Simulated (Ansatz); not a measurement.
B started on a N site next to N started in the widest void in zincblende BN, 65 atoms, charge +2

All numbers come from Ansatz (PAW, plane waves, no spin–orbit coupling) at the single k point (¼, ¼, ¼) without its symmetry partners. The atoms were relaxed with PBEsol in a fixed cell; other functionals are single points on those atoms unless said otherwise. The valence top and gap of the host come from its small cell on a dense mesh, with the band extrema sought between the mesh points, lined up by the mean potential, PBEsol gap 4.30 eV, r²SCAN gap 5.01 eV. The charge correction uses an assumed dielectric constant of 7.1.

Relaxed structure:

```cif
data_structure
_symmetry_space_group_name_H-M 'P 1'
_symmetry_Int_Tables_number 1
_cell_length_a 7.2116
_cell_length_b 7.2116
_cell_length_c 7.2116
_cell_angle_alpha 90.000
_cell_angle_beta 90.000
_cell_angle_gamma 90.000
_cell_volume 375.05
loop_
_atom_site_label
_atom_site_type_symbol
_atom_site_fract_x
_atom_site_fract_y
_atom_site_fract_z
_atom_site_occupancy
B1 B 0.00034 0.00004 0.99230 1
B2 B 0.00157 0.00129 0.48960 1
B3 B 0.00091 0.49403 0.99701 1
B4 B 0.00020 0.49877 0.49111 1
B5 B 0.49427 0.00061 0.99698 1
B6 B 0.49904 0.99982 0.49109 1
B7 B 0.49867 0.49825 0.99269 1
B8 B 0.49396 0.49356 0.48994 1
B9 B 0.69715 0.69688 0.79535 1
B10 B 0.24885 0.24854 0.99321 1
B11 B 0.24867 0.24841 0.49159 1
B12 B 0.24563 0.74907 0.99441 1
B13 B 0.24684 0.74821 0.48979 1
B14 B 0.74931 0.24534 0.99436 1
B15 B 0.74842 0.24643 0.48973 1
B16 B 0.75037 0.75009 0.02114 1
B17 B 0.75409 0.75371 0.48383 1
B18 B 0.24881 0.99927 0.24250 1
B19 B 0.24693 0.00112 0.74261 1
B20 B 0.24872 0.49758 0.24238 1
B21 B 0.24555 0.49650 0.74193 1
B22 B 0.74853 0.00130 0.24466 1
B23 B 0.75401 0.00720 0.73739 1
B24 B 0.74921 0.49658 0.24585 1
B25 B 0.74946 0.47077 0.74070 1
B26 B 0.99953 0.24852 0.24250 1
B27 B 0.00141 0.24661 0.74263 1
B28 B 0.00163 0.74827 0.24470 1
B29 B 0.00759 0.75370 0.73740 1
B30 B 0.49786 0.24839 0.24237 1
B31 B 0.49681 0.24517 0.74195 1
B32 B 0.49690 0.74894 0.24583 1
B33 B 0.47110 0.74905 0.74075 1
N1 N 0.12444 0.12414 0.11759 1
N2 N 0.12501 0.12475 0.61738 1
N3 N 0.12288 0.62376 0.11789 1
N4 N 0.12465 0.62387 0.61645 1
N5 N 0.62401 0.12259 0.11785 1
N6 N 0.62409 0.12427 0.61640 1
N7 N 0.62320 0.62288 0.12394 1
N8 N 0.37453 0.37417 0.11743 1
N9 N 0.37377 0.37348 0.61887 1
N10 N 0.37393 0.87268 0.11803 1
N11 N 0.37043 0.87574 0.61578 1
N12 N 0.87293 0.37363 0.11805 1
N13 N 0.87605 0.37007 0.61582 1
N14 N 0.87627 0.87595 0.12173 1
N15 N 0.87740 0.87709 0.61448 1
N16 N 0.37423 0.12405 0.36749 1
N17 N 0.37399 0.12252 0.86801 1
N18 N 0.37392 0.62366 0.36900 1
N19 N 0.36827 0.62284 0.86875 1
N20 N 0.87457 0.12475 0.36689 1
N21 N 0.87554 0.12431 0.86785 1
N22 N 0.87552 0.62382 0.36741 1
N23 N 0.87884 0.62797 0.86347 1
N24 N 0.12436 0.37397 0.36749 1
N25 N 0.12283 0.37371 0.86804 1
N26 N 0.12508 0.87434 0.36692 1
N27 N 0.12459 0.87526 0.86786 1
N28 N 0.62391 0.37357 0.36900 1
N29 N 0.62320 0.36795 0.86875 1
N30 N 0.62409 0.87521 0.36736 1
N31 N 0.62838 0.87853 0.86348 1
N32 N 0.62831 0.62786 0.61327 1
```

Chemical potentials μ are those of reference phases of the elements at zero temperature by the same functional (the usual solids, diamond for C, grey Sn, and the molecules H2, N2, O2, F2, Cl2, Br2 and S8).

| functional | E(defect) − E(host) − Σ nμ + q·E_VBM (eV) | monopole (eV) | alignment (eV) | formation energy at E_F = VBM (eV) | moment (μB) | wall time, shared host |
| --- | --- | --- | --- | --- | --- | --- |
| PBEsol | 5.32 | 1.60 | -0.10 | 6.82 | 1.0 | 98 s on 7 threads of Neoverse-V2 (relaxation) |
| r²SCAN | 5.40 | 1.60 | -0.10 | 6.90 | 1.0 | 29 s on 7 threads of Neoverse-V2 |

(1) How does the monopole term follow by hand for this cubic cell?

r²SCAN one-electron levels near the gap (the ten most localised at most), from the host's valence top, not corrected for the charge's images:

```
level (eV)  spin  filling  atoms sharing it  element of the atom with most weight
     -0.25    up     1.00              47.4                                spread
     -0.23  down     1.00              47.6                                spread
     -0.20    up     1.00              47.5                                spread
     -0.19  down     1.00              47.6                                spread
      2.57    up     1.00               5.5                                     B
      4.65  down     0.00               8.2                                     B
```

All elements are taken at their own reference at once; growth conditions in equilibrium with the host shift these energies, by up to the host's formation enthalpy.

One k point and a cell of this size can leave errors of several tenths of an eV in such numbers.

## Answers

(1) q²·α·e²/(4πε₀)/(2εL) with the Madelung constant α = 2.837 and e²/4πε₀ = 14.40 eV·Å: 4 × 2.837 × 14.40 / (2 × 7.1 × 7.212) = 1.60 eV.
